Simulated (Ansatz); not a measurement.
A run of Ansatz 0.2.0 is set up as follows.

Contents of input.yaml:

```yaml
crystal:
  lattice:
    - [0.0, 2.3885, 2.3885]
    - [2.3885, 0.0, 2.3885]
    - [2.3885, 2.3885, 0.0]
  atoms:
    - { symbol: As, position: [0.75, 0.75, 0.75] }
    - { symbol: B, position: [0.0, 0.0, 0.0] }
hamiltonian:
  xc: b3lyp
  pseudopotentials: { kind: paw }
kpoints:
  mp_grid: { grid: [5, 5, 5] }
scf:
  occupations: { method: fermi_dirac, width: 0.05 }
output:
  forces: true
  stress: true
  write_density: true
  write_potential: true
  elf: true
  volumetric_format: npy
relax:
  f_tol: 0.01
  max_steps: 40
  cell: { stress_tol: 0.05 }
```

Potentials or basis: Ansatz PAW.

Launch:

```sh
$ ansatz run input.yaml --threads 2 --pin off --max-ram 5632MiB --backend cpu --events-out ev --progress --plain --runs-dir out
```

Question: Predict the space group after relaxing (to 0.05 Å).

Answer: F-43m (No. 216).

Question: Predict the relaxed cell.

Answer: a = 3.411 Å, b = 3.411 Å, c = 3.411 Å, α = 60.00°, β = 60.00°, γ = 60.00°.

Final structure:
```
CELL_PARAMETERS angstrom
0.00000 2.41191 2.41191
2.41191 0.00000 2.41191
2.41191 2.41191 0.00000
ATOMIC_POSITIONS crystal
As 0.75000 0.75000 0.75000
B 0.00000 0.00000 0.00000
```

Caveat: the k mesh is coarse (spacing up to 0.46 Å⁻¹), so the values aren't converged, least of all with exact exchange. Zero-point motion and thermal expansion aren't in these numbers.
